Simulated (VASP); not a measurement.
Set up this calculation in VASP 6.6.1, as the native input.

```yaml
Task: density of states
Functional: PBE
Dispersion: D3
Potentials_or_basis: VASP PAW PBE potentials, release 64 (Be_sv)
Cutoff: 520 eV
k_mesh: 14 × 14 × 14
Occupations: fermi-dirac, width 0.05 eV
Spin: no spin polarisation
k_mesh_for_the_DOS: 21 × 21 × 21
Occupations_for_the_DOS: tetrahedron
Further_INCAR_settings: ALGO = Normal; EDIFF = 1e-06
```

The system is Be.

```
Be
1.0
     0.00000    1.57905    1.57905
     1.57905    0.00000    1.57905
     1.57905    1.57905    0.00000
Be
1
Direct
  0.00000 0.00000 0.00000
```

The cell was built by a generator and needn't be a form met in nature.

These files were run (other wordings do the same):

POSCAR

```
Be
1.0
    0.0000000000      1.5790500000      1.5790500000
    1.5790500000      0.0000000000      1.5790500000
    1.5790500000      1.5790500000      0.0000000000
Be
1
Cartesian
    0.0000000000      0.0000000000      0.0000000000
```

INCAR.step1

```
SYSTEM = Be
PREC = Accurate ; ENCUT = 520
EDIFF = 1E-6 ; ISMEAR = -1
SIGMA = 0.05 ; LREAL = .FALSE.
LASPH = .TRUE. ; NELM = 60
ALGO = Normal ; ISIF = 2
LWAVE = .FALSE. ; LCHARG = .TRUE.
GGA = PE ; IVDW = 11
```

KPOINTS.step1

```
Automatic mesh
0
G
  14 14 14
  0 0 0
```

INCAR.step2

```
SYSTEM = Be
PREC = Accurate ; ENCUT = 520
EDIFF = 1E-6 ; ISMEAR = -5
SIGMA = 0.05 ; LREAL = .FALSE.
LASPH = .TRUE. ; NELM = 60
ALGO = Normal ; ISIF = 2
LWAVE = .FALSE. ; LCHARG = .FALSE.
GGA = PE ; IVDW = 11
LORBIT = 11 ; NEDOS = 1001
ICHARG = 11
```

KPOINTS.step2

```
Automatic mesh
0
G
  21 21 21
  0 0 0
```

Potentials or basis: VASP PAW PBE potentials, release 64 (Be_sv).

Launch:

```sh
$ cat potpaw_PBE.64/Be_sv/POTCAR > POTCAR
$ cp INCAR.step1 INCAR
$ cp KPOINTS.step1 KPOINTS
$ mpirun -np 1 vasp_std > vasp.out
$ cp INCAR.step2 INCAR
$ cp KPOINTS.step2 KPOINTS
$ mpirun -np 1 vasp_std > vasp.out
```

It gave:

```
Valence electrons inside the program's atomic spheres : Be 2.98
Dispersion energy per atom                            : -0.231 eV
```

Wall time 10 s on 1 thread of Intel(R) Xeon(R) Platinum 8488C (Sapphire Rapids), with other jobs on the host, peak memory 0.12 GiB.
